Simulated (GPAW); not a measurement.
Crystal: TiO.

```xyz
6
Lattice="4.0867 0.0000 0.0000 0.0000 4.0867 0.0000 0.0000 0.0000 4.0867" Properties=species:S:1:pos:R:3 pbc="T T T"
Ti    2.0433    0.0000    2.0433
Ti    0.0000    2.0433    2.0433
Ti    2.0433    2.0433    0.0000
O     0.0000    0.0000    2.0433
O     2.0433    0.0000    0.0000
O     0.0000    2.0433    0.0000
```

The cell comes from a database or a generator and needn't be the stable form of this composition.

```yaml
Program: GPAW 26.7.0
Task: relaxation of cell and atoms
Functional: PBEsol
Dispersion: D3(BJ)+ATM
Potentials_or_basis: PAW data sets generated in the run's folder for this functional
Cutoff: 800 eV
Basis: pw
k_mesh: 6 × 6 × 6
Occupations: fermi-dirac, width 0.05 eV
Spin: no spin polarisation
```

At the start: pressure -10.8 GPa; volume 11.38 Å³/atom.

Question: Where does the relaxation end?

Answer: Over 4 steps the energy falls by 18.7 meV/atom and the volume is 10.81 Å³/atom (-5.0 %); space group Pm-3m (No. 221, to 0.05 Å).

The path:
| step | energy change (eV) | largest force (eV/Å) | pressure (GPa) | volume (Å³) |
| --- | --- | --- | --- | --- |
| 1 | 0.0000 | 0.0000 | -10.80 | 68.25 |
| 2 | -0.0231 | 0.0000 | -9.75 | 67.88 |
| 3 | -0.1111 | 0.0000 | 0.66 | 64.67 |
| 4 | -0.1121 | 0.0000 | -0.03 | 64.86 |

Final structure:
```yaml
crystal:
  lattice:
    - [4.01790, 0.00000, 0.00000]
    - [0.00000, 4.01790, 0.00000]
    - [0.00000, 0.00000, 4.01790]
  atoms:
    - { symbol: Ti, position: [0.50000, 0.00000, 0.50000] }
    - { symbol: Ti, position: [0.00000, 0.50000, 0.50000] }
    - { symbol: Ti, position: [0.50000, 0.50000, 0.00000] }
    - { symbol: O, position: [0.00000, 0.00000, 0.50000] }
    - { symbol: O, position: [0.50000, 0.00000, 0.00000] }
    - { symbol: O, position: [0.00000, 0.50000, 0.00000] }
```

Caveat: later steps reuse the first step's grids; pairwise dispersion overbinds metals, which lowers pressure and volume.
